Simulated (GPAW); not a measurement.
# Al (Fm-3m) in GPAW: notebook, part 2 of 2

GPAW 26.7.0. The steps go on from the part before.

## Step 3: Equation of state, RPBE+D3(BJ)

run.py reads:

```python
from ase.calculators.mixing import SumCalculator
from ase.eos import EquationOfState
from ase.io import Trajectory, read
from ase.units import GPa
from dftd3.ase import DFTD3
from gpaw import GPAW, PW

atoms = read('POSCAR')

traj = Trajectory('eos.traj', 'w')
volumes, energies = [], []
for x in [0.94, 0.96, 0.98, 1.0, 1.02, 1.04, 1.06]:
    a = atoms.copy()
    a.set_cell(atoms.cell * x**(1 / 3), scale_atoms=True)
    calc = GPAW(mode=PW(600),
                xc='RPBE',
                kpts={'size': (11, 11, 11), 'gamma': True},
                occupations={'name': 'improved-tetrahedron-method'},
                nbands=7,
                convergence={'density': 1e-05, 'energy': 1e-05},
                maxiter=150,
                txt=f'eos-{x:.2f}.txt')
    a.calc = SumCalculator([calc, DFTD3(method='rpbe', damping='d3bj')])
    energies.append(a.get_potential_energy())
    volumes.append(a.get_volume())
    p = -a.get_stress()[:3].mean() / GPa
    calc.write(f'eos-{x:.2f}.gpw')
    traj.write(a)
    print(f'{x:.2f} {volumes[-1]:10.4f} A^3 {energies[-1]:14.6f} eV {p:9.3f} GPa', flush=True)

v0, e0, B = EquationOfState(volumes, energies, eos='birchmurnaghan').fit()
print(f'V0 = {v0:.4f} A^3, E0 = {e0:.6f} eV, B0 = {B / GPa:.2f} GPa')
```

POSCAR reads:

```
Al
1.0
    0.0000000000      2.0248050000      2.0248050000
    2.0248050000      0.0000000000      2.0248050000
    2.0248050000      2.0248050000      0.0000000000
Al
1
Direct
    0.0000000000      0.0000000000      0.0000000000
```

Potentials or basis: the program's PAW data sets (release 1.2.1) made for this functional, pw.

Command:

```
$ OMP_NUM_THREADS=1 python run.py
```

Wall time 41 s (1 thread of Arm Neoverse V1, shared host); peak memory 0.16 GiB.

The run converged. Its results:

```yaml
Equilibrium_volume: outside the volumes run
```

Energy against volume, from the lowest point:
```tsv
volume (Å³/atom)	energy (meV/atom)
15.607	0.00
15.939	33.15
16.271	69.22
16.603	107.84
16.935	148.67
17.267	191.40
17.599	235.76
```

## Step 4: Phonons, vdW-DF-cx

run.py reads:

```python
import json
import numpy as np
from ase import Atoms
from ase.io import write
from phonopy import Phonopy
from phonopy.structure.atoms import PhonopyAtoms
from gpaw import GPAW, PW

atoms = Atoms(['Al'],
              cell=[[0.0, 2.024805, 2.024805],
                    [2.024805, 0.0, 2.024805],
                    [2.024805, 2.024805, 0.0]],
              scaled_positions=[[0.0, 0.0, 0.0]],
              pbc=True)

calc = GPAW(mode=PW(510),
            xc={'name': 'vdW-DF-cx', 'backend': 'libvdwxc'},
            kpts={'size': (11, 11, 11), 'gamma': True},
            occupations={'name': 'marzari-vanderbilt', 'width': 0.01},
            nbands=7,
            convergence={'density': 1e-06, 'eigenstates': 1e-09},
            maxiter=100,
            txt='gpaw.txt')
atoms.calc = calc
energy = atoms.get_potential_energy()
forces = atoms.get_forces()
calc.write('gs.gpw')
write('result.traj', atoms)
print('Cell:', atoms.cell.cellpar().round(4))
print(atoms.get_scaled_positions().round(5))

def force_constants(scale):
    unit = PhonopyAtoms(symbols=atoms.get_chemical_symbols(), cell=atoms.cell[:] * scale**(1 / 3),
                        scaled_positions=atoms.get_scaled_positions())
    ph = Phonopy(unit, supercell_matrix=np.diag([2, 2, 2]), primitive_matrix=np.eye(3), symprec=1e-4)
    ph.generate_displacements(distance=0.03)
    forces = []
    for i, sc in enumerate(ph.supercells_with_displacements):
        a = Atoms(sc.symbols, cell=sc.cell, scaled_positions=sc.scaled_positions, pbc=True)
        c = GPAW(mode=PW(510),
                 xc={'name': 'vdW-DF-cx', 'backend': 'libvdwxc'},
                 kpts={'size': (6, 6, 6), 'gamma': True},
                 occupations={'name': 'marzari-vanderbilt', 'width': 0.01},
                 nbands=26,
                 convergence={'density': 1e-06, 'eigenstates': 1e-09},
                 maxiter=100,
                 txt=f'disp-{scale:.3f}-{i:02d}.txt')
        a.calc = c
        f = a.get_forces()
        forces.append(f - f.mean(axis=0))
        print(f'displacement {i}: drift', f.mean(axis=0).round(5), flush=True)
    ph.forces = forces
    ph.produce_force_constants()
    ph.symmetrize_force_constants()
    return ph

qpoints = [[0.0, 0.0, 0.0], [0.0, 0.0, 0.5], [0.0, 0.5, 0.0], [0.0, 0.5, 0.5], [0.5, 0.0, 0.0], [0.5, 0.0, 0.5], [0.5, 0.5, 0.0], [0.5, 0.5, 0.5]]
results = {}
for scale in [1.0]:
    ph = force_constants(scale)
    ph.run_qpoints(qpoints)
    nu = ph.qpoints.frequencies * 33.35641  # THz to cm^-1
    results[f'{scale:.3f}'] = nu.tolist()
    for qp, f in zip(qpoints, nu):
        print(scale, np.round(qp, 4), f.round(2))

path = atoms.cell.bandpath('GXWKGLUWLK,UX', npoints=60, eps=1e-4)
ph.run_qpoints(path.kpts)
results['path'] = (ph.qpoints.frequencies * 33.35641).tolist()
results['path_q'] = path.kpts.tolist()
x, ticks, names = path.get_linear_kpoint_axis()
results['axis'] = [x.tolist(), list(ticks), names]
ph.run_mesh([15, 15, 15], is_gamma_center=True)
ph.run_thermal_properties(temperatures=[0, 100, 200, 300, 500, 800], cutoff_frequency=0.05)
tp = ph.thermal_properties
results['thermal'] = [list(v) for v in (tp.temperatures, tp.free_energy, tp.entropy, tp.heat_capacity)]
for t, fv, s, cv in zip(*results['thermal']):
    print(f'{t:6.0f} K  F {fv:9.4f} kJ/mol  S {s:9.4f} J/K/mol  Cv {cv:9.4f} J/K/mol')
json.dump(results, open('phonons.json', 'w'))
```

Potentials or basis: GPAW PAW data sets (gpaw-data 1.2.1), pw.

Command:

```
$ OMP_NUM_THREADS=1 python run.py
```

gpaw.txt:

```text
__  _  _
 | _ |_)|_||  |
 |__||  | ||/\| - 26.7.0

Input parameters:
  mode=PW(ecut=510.0),
  convergence={'density': 1e-06, 'eigenstates': 1e-09},
  kpts=MonkhorstPack(size=(11, 11, 11), gamma=True),
  maxiter=100,
  nbands=7,
  occupations=Occupations(name='marzari-vanderbilt', width=0.01),
  xc=XC(name='vdW-DF-cx', backend='libvdwxc')

Diagonalizing LCAO Hamiltonian
Converting LCAO to pw mode

       Al

Atoms  # Å, Bohr magnetons
|   | symbol |        x |        y |        z |    initial magnetic moments |
|---|--------|----------|----------|----------|-----------------------------|
| 0 |     Al | 0.000000 | 0.000000 | 0.000000 | ( 0.0000,  0.0000,  0.0000) |

Unit cell  # Å
| periodic |        x |        y |        z |  lengths |    angles |
|----------|----------|----------|----------|----------|-----------|
|      yes | 0.000000 | 2.024805 | 2.024805 | 2.863507 | 60.000000 |
|      yes | 2.024805 | 0.000000 | 2.024805 | 2.863507 | 60.000000 |
|      yes | 2.024805 | 2.024805 | 0.000000 | 2.863507 | 60.000000 |

Number of symmetries: 48
Symmetry operations  # r_c * U_cc + t_c -> r_c
|    | kind |            matrix            |
|----|------|------------------------------|
|  0 |  σ   |  1, 0, 0,  1, 0,-1,  1,-1, 0 |
|  1 |  C2  |  1, 0, 0,  1,-1, 0,  1, 0,-1 |
|  2 |  E   |  1, 0, 0,  0, 1, 0,  0, 0, 1 |
|  3 |  σ   |  1, 0, 0,  0, 0, 1,  0, 1, 0 |
|  4 |  C4  |  1, 0,-1,  1, 0, 0,  1,-1, 0 |
|  5 |  S6  |  1, 0,-1,  1,-1, 0,  1, 0, 0 |
|  6 |  σ   |  1, 0,-1,  0, 1,-1,  0, 0,-1 |
|  7 |  C3  |  1, 0,-1,  0, 0,-1,  0, 1,-1 |
|  8 |  S6  |  1,-1, 0,  1, 0, 0,  1, 0,-1 |
|  9 |  C4  |  1,-1, 0,  1, 0,-1,  1, 0, 0 |
| 10 |  C3  |  1,-1, 0,  0,-1, 1,  0,-1, 0 |
| 11 |  σ   |  1,-1, 0,  0,-1, 0,  0,-1, 1 |
| 12 |  σ   |  0, 1, 0,  1, 0, 0,  0, 0, 1 |
[... 132 lines left out ...]

xc functional:
  name: vdW-DF-cx with libvdwxc
  Mode: serial
  Semilocal: GGA_X_LV_RPW86+LDA_C_PW with 2 nearest neighbor stencil
  Local blocksize: 30 x 30 x 30
  PAW datasets: PBE

convergence criteria:
- Maximum integral of absolute [dens]ity change: 1e-06 electrons / valence electron
- Maximum integral of absolute [eigenst]ate change: 1e-09 eV^2 / valence electron
- Maximum [total energy] change in last 3 cyles: 0.0005 eV / valence electron
maximum number of iterations: 100

SCF iterations
|iter     | |      energy | eigst |  dens |
|---------|-|-------------|-------|-------|
|iter:   1| |    1.872144 | -0.22 |       |
|iter:   2| |    1.871876 | -3.38 | -0.97 |
|iter:   3| |    1.871922c| -3.85 | -0.99 |
|iter:   4| |    1.871725c| -4.60 | -1.54 |
|iter:   5| |    1.871726c| -6.41 | -3.05 |
|iter:   6| |    1.871725c| -7.17 | -3.48 |
|iter:   7| |    1.871725c|-10.28c| -4.72 |
|iter:   8| |    1.871725c|-10.42c| -5.15 |
|iter:   9| |    1.871725c|-11.75c| -6.60c|

Converged in 9 steps
Energy contributions relative to reference atoms: (reference = -6603.423265)

Energy contributions:
  Kinetic:           3.004980
  Coulomb:          -1.185547
  Zero:             -0.008245
  External:          0.000000
  Xc:                0.060557
  Entropy:          -0.000020
  Spinorbit:         0.000000
  ----------------------------
  Free energy:       1.871725
  Extrapolated:      1.871725

dipole moment: (-6.943577, -6.943577, -6.943577)  # |e|*Ang

Fermi level: 7.164
Eigenvalues  # (at kpt = [0.000, 0.000, 0.000])
| band index |      eig [eV] | occ [0-2] |
|------------|---------------|-----------|
|          0 |        -3.944 |     2.000 |
|          1 |        19.710 |     0.000 |
|          2 |        19.710 |     0.000 |
|          3 |        19.710 |     0.000 |
|          4 |        21.184 |     0.000 |
|          5 |        21.184 |     0.000 |
|          6 |        21.184 |     0.000 |

No gap
No difference between direct/indirect transitions

Forces  # eV/Ang
|       x |       y |       z |
|---------|---------|---------|
| 0.00000 | 0.00000 | 0.00000 |  # Al   0

# Writing to gs.gpw (mode='')
```

It took 90 s on 1 thread of Intel Xeon Platinum 8259CL at 2.50GHz (Skylake/Cascade Lake), shared host; peak memory 0.35 GiB.

What came out:

```
Free energy              : 1.8717 eV
Band gap on the k mesh   : none (metal or under the smearing width)
Highest phonon frequency : 348 cm⁻¹
```

Levels at points of the mesh, in eV from the Fermi level:
| k point | band 1 | band 2 | band 3 | band 4 |
| --- | --- | --- | --- | --- |
| (0.00, 0.00, 0.00) | -11.11 | 12.55 | 12.55 | 12.55 |

Phonon frequencies in cm⁻¹ (negative: imaginary):
| q point | frequencies |
| --- | --- |
| (0.000, 0.000, 0.000) | 0 0 0 |
| (0.000, 0.000, 0.500) | 140 140 280 |
| (0.000, 0.500, 0.000) | 140 140 280 |
| (0.000, 0.500, 0.500) | 180 180 348 |
| (0.500, 0.000, 0.000) | 140 140 280 |
| (0.500, 0.000, 0.500) | 180 180 348 |
| (0.500, 0.500, 0.000) | 180 180 348 |
| (0.500, 0.500, 0.500) | 140 140 280 |

Caveat: phonon bands are interpolated from a small supercell; this smearing can pin the Fermi level at a band edge; the PAW data sets were made with another functional, which shifts forces and pressure a little.

## Step 5: Summary

| task | level | potentials or basis | cutoff (eV) | smearing | smearing order | maxiter | k mesh for the DOS | dos width | convergence | other keys | gap on the mesh (eV) |
| --- | --- | --- | --- | --- | --- | --- | --- | --- | --- | --- | --- |
| density of states | LDA | the program's PAW data sets (release 1.2.1) made for this functional, pw | 600 | methfessel-paxton 0.2 eV | 1 | 150 | 16 × 16 × 16 | 0.05 eV | - | - | none |
| equation of state | RPBE+D3(BJ) | the program's PAW data sets (release 1.2.1) made for this functional, pw | 600 | improved-tetrahedron-method | - | 150 | - | - | - | - | - |
| phonons | vdW-DF-cx | GPAW PAW data sets (gpaw-data 1.2.1), pw | 510 | marzari-vanderbilt 0.01 eV | - | 100 | - | - | density=1e-06 eigenstates=1e-09 | several, not listed | none |

Alike in all rows: no spin polarisation; cell as given; k mesh 11 × 11 × 11.

Caveats: this smearing can pin the Fermi level at a band edge (some runs); phonon bands are interpolated from a small supercell (some runs); the PAW data sets were made with another functional, which shifts forces and pressure a little (some runs).

Total energies depend on the potentials used, so only differences within one code and one set of settings carry meaning.
